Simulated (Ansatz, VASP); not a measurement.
Given: the input of a run of VASP 6.6.1 on Cd.

Contents of INCAR:

```
PREC = Accurate
ENCUT = 600
EDIFF = 1E-7
ISMEAR = -1
SIGMA = 0.05
LREAL = F
LASPH = T
NELM = 60
ALGO = Fast
ISIF = 3
LWAVE = F
LCHARG = F
GGA = PE
IBRION = 2
NSW = 40
EDIFFG = -0.02
```

Contents of KPOINTS:

```
regular mesh
0
Gamma
  7 7 7
```

File POSCAR:

```
Cd
1.0
   -1.7843220000      1.7843220000      1.7843220000
    1.7843220000     -1.7843220000      1.7843220000
    1.7843220000      1.7843220000     -1.7843220000
Cd
1
Direct
    0.0000000000      0.0000000000      0.0000000000
```

Potentials or basis: VASP PAW PBE potentials, release 64 (Cd).

Command:

```console
$ cat potpaw_PBE.64/Cd/POTCAR > POTCAR
$ mpirun -np 1 vasp_std > vasp.out
```

Question: Set up the same calculation for Ansatz 0.2.0. Potentials there: Ansatz PAW.

Answer: As run (the cutoff follows the program's own potentials):

File input.yaml:

```yaml
crystal:
  lattice:
    - [-1.784322, 1.784322, 1.784322]
    - [1.784322, -1.784322, 1.784322]
    - [1.784322, 1.784322, -1.784322]
  atoms:
    - { symbol: Cd, position: [0.0, 0.0, 0.0] }
hamiltonian:
  xc: pbe
  pseudopotentials: { kind: paw }
kpoints:
  mp_grid: { grid: [7, 7, 7] }
scf:
  occupations: { method: fermi_dirac, width: 0.05 }
output:
  forces: true
  stress: true
  eigenvalues: true
relax:
  f_tol: 0.01
  max_steps: 40
  cell: { stress_tol: 0.05 }
```

Potentials or basis: Ansatz PAW.

Launch:

```sh
$ ansatz run input.yaml --threads 2 --pin off --max-ram 5632MiB --backend cpu --events-out ev --progress --plain --runs-dir out
```

Both were run:

|  | VASP | Ansatz | Ansatz less VASP |
| --- | --- | --- | --- |
| gap on the k mesh at the Fermi level, each at its own relaxed structure (eV) | none | none | - |
| relaxed volume (Å³/atom) | 23.64 | 23.51 | -0.138 |
| relaxed cell length with the largest relative difference (Å) | 3.132 | 3.126 | -0.0061 |
| energy change over the relaxation (meV/atom) | -3 | -2 | +0.6 |

A gap of «none» marks a metal or a gap that the smearing closes. The two sets of potentials don't hold the same shells in valence.

Caveats: the plane-wave basis is chosen anew once the cell has moved, so the energies of steps on either side of that aren't comparable (Ansatz).
